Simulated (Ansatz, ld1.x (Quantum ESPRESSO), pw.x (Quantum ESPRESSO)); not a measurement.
Tc (Z = 43): does the TM potential hold in the solid?

technetium, norm-conserving Troullier–Martins (Kleinman–Bylander form), made with ld1.x (Quantum ESPRESSO) 7.5 (PBE, scalar-relativistic). Core [Kr], reference 4d5 5s2 5p0. Waves: 5p (bound, empty): rc 2.70 bohr; 4d (bound): rc 1.70 bohr; 5s (bound): rc 2.00 bohr. Local part: the s channel. Core correction: a·sin(br)/r model core, default radius (core density twice the valence density).

Atomic tests: cutoffs needed: 45 Ry and 60 Ry (the cutoffs (Ry, on a coarse ladder) from which the occupation-weighted sum of valence levels, in a spherical-Bessel basis at the reference potential, stays within 10 and 1 mRy of its value at 400 Ry); ghost test: no extra level below or beside the all-electron valence levels (p, d, s, f tested) (spherical-Bessel basis up to 400 Ry, 20 bohr box); largest excitation error: -270 meV (all-electron minus pseudo) for 4d4 5s0 5p0, out of 7 test configurations.

Crystal test: bcc Tc in pw.x 7.5, no spin, 15³ k-points, Fermi–Dirac smearing 0.01 Ry, cutoffs 75/300 Ry. The reference is all-electron LAPW (Ansatz 0.2.0) with the same functional, mesh and smearing; V0 and B0 come from Birch–Murnaghan fits to the pressures at five volumes. Errors are pseudo minus all-electron; Δ is the rms difference of the E(V) curves that follow from these fits, minima aligned, over ±6 % about the mean V0. Mesh and smearing are coarse, so the numbers serve the comparison and aren't converged zero-temperature values; the lattice is a test structure that the element need not adopt.

All-electron: a0 = 3.083 Å (V0 = 14.65 Å³/atom), B0 = 289.0 GPa.

Task: How far does the potential miss the all-electron equation of state?

Result: mean pressure error (GPa): +14.11; a0 (Å): 3.129; a0 error (%): +1.49; B0 error (%): -2.4; Δ (meV/atom): 41.7. The largest radius (2.70 bohr) exceeds half the bond length (2.52 bohr), so the spheres overlap, which is one possible source of error among others. This is a poor potential for the solid.

| V (Å³/atom) | P all-electron (GPa) | P pseudo (GPa) |
| --- | --- | --- |
| 13.899 | 17.20 | 34.33 |
| 14.265 | 8.23 | 23.66 |
| 14.631 | 0.42 | 14.36 |
| 14.997 | -6.37 | 6.24 |
| 15.363 | -12.28 | -0.85 |

Task: At the middle volume, how do free energy and pressure move when the wave cutoff is lowered (ecutrho kept at four times it)?

Result:

```csv
cutoff (Ry),shift of F (meV/atom),shift of P (GPa)
34,+1171.7,-59.98
45,+100.5,-8.00
60,+2.8,-0.04
```

The run at the middle volume (120 k-points, 7 iterations) took about 14 s on one core of a shared host (Neoverse-V2, 96 threads, 742 GiB, load 72).
